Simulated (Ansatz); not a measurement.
## Nuclear-site quantities of SnS$_{2}$ as the cell is scaled

```yaml
crystal:
  lattice:
    - [3.59830, 0.00000, 0.00000]
    - [-1.79915, 3.11622, 0.00000]
    - [0.00000, 0.00000, 5.49400]
  atoms:
    - { symbol: Sn, position: [0.00000, 0.00000, 0.00000] }
    - { symbol: S, position: [0.66667, 0.33333, 0.26390] }
    - { symbol: S, position: [0.33333, 0.66667, 0.73610] }
```

Atoms are numbered in the order listed.

The cell comes from COD entry 7038081, which wasn't checked; take it as a given geometry.

Spin–orbit coupling is left out, though it moves levels of the heavy atoms by tenths of an eV or more.

The calculation used DFT, PBEsol, all-electron PAW with datasets made for the crystal, scalar-relativistic (Ansatz 0.2.0).

The runs use a Γ-centred 10×10×6 k mesh, Fermi–Dirac smearing of 0.01 eV, cutoff 260 eV (chosen by the program for this cell), no spin polarisation.

The contact density is the mean electron density over the nuclear volume; its changes set Mössbauer isomer shifts. Changes below are taken from the unscaled cell, where it is 1.23442e+06 e/Å³ at Sn1, 19722.7 e/Å³ at S2.

Volumes at which the program chose other datasets or cutoffs are left out.

The datasets are made afresh for each cell, so very small changes are uncertain.

**Question.** Does compression raise or lower the contact density at Sn1?

**Answer.** It lowers it, by 8.92 e/Å³ over the whole range.

**Question.** Tabulate the changes with volume.

**Answer.** 
```csv
V/V(cell),P (GPa),Δρ(0) Sn1 (e/Å³),Δρ(0) S2 (e/Å³)
0.9800,7.9,-2.14,-0.19
0.9900,6.7,-1.08,-0.10
1.0000,5.6,0.00,0.00
1.0100,4.5,1.09,0.09
1.0200,3.5,2.21,0.19
1.0400,1.6,4.47,0.37
1.0600,-0.1,6.78,0.55
```
